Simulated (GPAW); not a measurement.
A run of GPAW 26.7.0 is set up as follows.

run.py

```python
from ase.dft.bandgap import bandgap
from ase.io import read, write
from ase.units import GPa
from gpaw import GPAW, PW

atoms = read('POSCAR')

calc = GPAW(mode=PW(500),
            xc='PBE',
            kpts={'size': (8, 8, 8), 'gamma': True},
            occupations={'name': 'fermi-dirac', 'width': 0.05},
            nbands=14,
            maxiter=120,
            txt='gpaw.txt')
atoms.calc = calc
energy = atoms.get_potential_energy()
forces = atoms.get_forces()
stress = atoms.get_stress()
calc.write('gs.gpw')
write('result.traj', atoms)
print(f'Energy: {energy:.6f} eV')
print('Forces (eV/A):')
print(forces.round(4))
print('Stress (GPa):', (stress / GPa).round(3))
print('Fermi level:', round(calc.get_fermi_level(), 4), 'eV')
print(f'Gap: {bandgap(calc)[0]:.4f} eV, direct: {bandgap(calc, direct=True)[0]:.4f} eV')
```

Contents of POSCAR:

```
Pb
1.0
   -1.9796595667      1.9796595667      1.9796595667
    1.9796595667     -1.9796595667      1.9796595667
    1.9796595667      1.9796595667     -1.9796595667
Pb
1
Direct
    0.0000000000      0.0000000000      0.0000000000
```

Potentials or basis: GPAW PAW data sets (gpaw-data 1.2.1), pw.

Run with:

```sh
$ OMP_NUM_THREADS=1 python run.py
```

Predict the pressure.

0.8 GPa.

Predict the band gap on the k mesh.

none (metal or under the smearing width).

Caveat: the cutoff is short for stress and forces, so pressures can be off by a GPa or more. The run has no spin-orbit coupling, so splittings on Pb are missing.
